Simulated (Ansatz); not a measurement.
The crystal is In3GaP4 (quasi-random alloy, started on the GaP lattice) (P1).

The cell holds 32 atoms: 4 Ga, 12 In and 16 P. Cell: a = 9.898 Å, b = 9.901 Å, c = 9.893 Å, α = 109.5°, β = 109.5°, γ = 109.5°. It derives from GaP.

```xyz
32
Lattice="-5.7157 5.7141 -5.7140 5.7178 5.7163 5.7141 5.7117 -5.7142 -5.7100" Properties=species:S:1:pos:R:3 pbc="T T T"
Ga   -0.0288    0.0244   -0.0472
In    2.8345    2.8282   -0.0008
In    0.0265   -0.0254   -5.6563
In    2.8792    2.8843   -5.7133
In   -2.8284    5.6890   -2.8587
Ga    5.7367    2.8948    2.8563
In    2.7810   -0.0212   -2.8531
In    5.7440    2.8857   -2.8563
In   -0.0252    5.6922   -0.0570
In   -2.8852    2.8838   -5.7128
In    5.7440    0.0251    0.0597
Ga    2.8792   -2.8690   -5.7024
In    2.9317    5.7402    2.9091
Ga   -0.0218    2.8359   -2.8013
In    2.8305    5.7418   -2.9057
In    5.6850   -2.8899   -2.9088
P     1.3635    1.3038    1.3481
P     4.3345    4.2018    1.5048
P     1.3575    1.5327   -4.2033
P     4.3677    4.3875   -4.3593
P    -1.3569    7.2315   -1.5283
P     1.2641   -1.4180   -1.4132
P     4.2870    1.4017   -1.4446
P     1.5286   -1.4961   -7.0483
P     1.4372    7.0979    1.4252
P    -1.3420    4.1939   -4.2062
P     7.1538    1.6116    1.4344
P     4.1864   -1.4748   -4.3573
P    -1.3654    1.5116   -1.3336
P     1.3790    4.2153   -1.5214
P    -1.4381    1.3990   -7.1200
P     7.1254   -1.4244   -1.4475
```

The structure was relaxed with LDA. The runs that relaxed it are not among those shown. PAW set soft_2, made with PBE.

Gaps computed with Ansatz 0.2.0 without a self-energy: LDA 0.78 eV and LDA+SOC 0.76 eV.

Q: Estimate the G0W0@LDA gap with 2×2×2 mesh, 992 empty bands, screening to 70 eV, default PAW files.

About 1.47 eV: on its mesh the run moves the gap from 0.78 eV by +0.69 eV. Bands and cutoff are finite, so the gap is not at the basis limit. The miss can reach some tenths of an eV and take either sign; the mesh is an error of its own. The 2×2×2 mesh is coarse for this cell (its supercell is 20 Å along the shortest edge). The RPA ε∞ on it, from the LDA start, is 21.05, 21.62 and 22.20; such meshes misread the long-range screening, most where the gap is narrow. The many-body steps are scalar-relativistic: spin-orbit coupling is not in them.

[Paths, hosts, dates, memory and timing lines, banners, echoed tables and standing remarks are left out of the program output.]

[Logs are printed without paths, hosts, clocks, repeated set-up lines and the standing remarks that a program may print on its own settings, such as how far it seeks lower states.]

[Runs of the session that timed out or met a known fault of the program may be left out.]

[Cells called generated may have been cut or substituted from an entry of the Crystallography Open Database or the Materials Project.]

[Hosts, paths, dates, database ids (printed as entryN), source tags and the programs' standing remarks are cut or masked in the printed files.]
